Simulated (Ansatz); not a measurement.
## Effect of uniaxial strain ε_xx = −4.61 % on CaF2

Base system: CaF₂ in the fluorite structure (space group Fm-3m, No. 225; a = 5.420 Å). Axes: x, y, z lie along the cube axes.

One thing is altered: uniaxial strain ε_xx = −4.61 %, all other strain components held at zero, atoms relaxed at fixed cell.

Level of theory: Ansatz (a quantum-chemistry and plane-wave program), PBEsol, PAW, cutoff 420 eV, no spin-orbit coupling. Settings: 9×9×9 k-points, 0.05 eV Fermi–Dirac smearing.

```csv
quantity,base,changed,shift
space group,Fm-3m (No. 225),I4/mmm (No. 139),–
shortest interatomic distance,2.347 Å,2.312 Å,-0.0355 Å
energy relative to the base (free energy F),0 meV/atom,+16 meV/atom,+16 meV/atom
"pressure (mean of the normal stresses, compression positive)",0.00 GPa,4.55 GPa,+4.55 GPa
band gap (an upper bound: an edge found on the path is not a true extremum; the base alone),7.25 eV,7.27 eV,+0.026 eV
"stress (xx, yy, zz, yz, xz, xy; compression positive)",–,"(8.53, 2.57, 2.57, 0.00, 0.00, 0.00) GPa",–
```

Final structure:

```
CaF2
1.0
    0.00000     2.71023     2.71023
    2.58529     0.00000     2.71023
    2.58529     2.71023     0.00000
Ca F
1 2
Cartesian
  0.00000   0.00000   0.00000
  3.87793   4.06534   4.06534
  1.29264   1.35511   1.35511
```

Cost of the whole job for the changed cell (relaxation, final SCF and bands): around 16 core-seconds (rough).

Whether these cells are dynamically stable was not tested. The base started in Pca2_1 and relaxed to Fm-3m at this level.
